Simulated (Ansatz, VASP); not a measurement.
# Two plane-wave programs on Te

Contents of INCAR:

```
SYSTEM = Te
  PREC = Accurate
  ENCUT = 520
  EDIFF = 1E-7
  ISMEAR = -1
  SIGMA = 0.05
  LREAL = .False.
  LASPH = .True.
  NELM = 60
  ALGO = Normal
  ISIF = 2
  LWAVE = .False.
  LCHARG = .False.
  GGA = PE
  IBRION = 2
  NSW = 60
  EDIFFG = -0.01
```

File KPOINTS:

```
regular mesh
0
Gamma
  6 6 4
  0 0 0
```

File POSCAR:

```
Te
1.0
    4.3649200000      0.0000000000      0.0000000000
   -2.1824600000      3.7801316055      0.0000000000
    0.0000000000      0.0000000000      5.9240000000
Te
3
Direct
    0.7310000000      0.7310000000      0.0000000000
    0.0000000000      0.2690000000      0.6666666667
    0.2690000000      0.0000000000      0.3333333333
```

File input.yaml:

```yaml
crystal:
  lattice:
    - [4.36492, 0.0, 0.0]
    - [-2.18246, 3.7801316055, 0.0]
    - [0.0, 0.0, 5.924]
  atoms:
    - { symbol: Te, position: [0.731, 0.731, 0.0] }
    - { symbol: Te, position: [0.0, 0.269, 0.6666666667] }
    - { symbol: Te, position: [0.269, 0.0, 0.3333333333] }
hamiltonian:
  xc: pbe
  pseudopotentials: { kind: paw }
kpoints:
  mp_grid: { grid: [6, 6, 4] }
scf:
  occupations: { method: fermi_dirac, width: 0.05 }
output:
  forces: true
  stress: true
  eigenvalues: true
  write_density: true
  write_potential: true
  elf: true
  volumetric_format: npy
relax:
  f_tol: 0.01
  max_steps: 40
```

Alike in both runs: task relaxation of the atoms; functional PBE; k mesh 6 × 6 × 4; occupations fermi-dirac, width 0.05 eV; no spin polarisation.

|  | VASP | Ansatz |
| --- | --- | --- |
| version | VASP 6.6.1 | Ansatz 0.2.0 |
| potentials or method | VASP PAW PBE potentials, release 64 (Te) | Ansatz PAW |
| plane-wave cutoff (eV) | 520 | 420 |
| valence electrons in the cell | 18 | 48 |

```tsv
	VASP	Ansatz	Ansatz less VASP
gap on the k mesh at the Fermi level, each at its own relaxed structure (eV)	0.09	0.10	+0.016
energy change over the relaxation (meV/atom)	-9	-8	+0.6
```

The two sets of potentials don't hold the same shells in valence.

Caveats: spin-orbit coupling is left out, which moves the levels of the heavy elements.
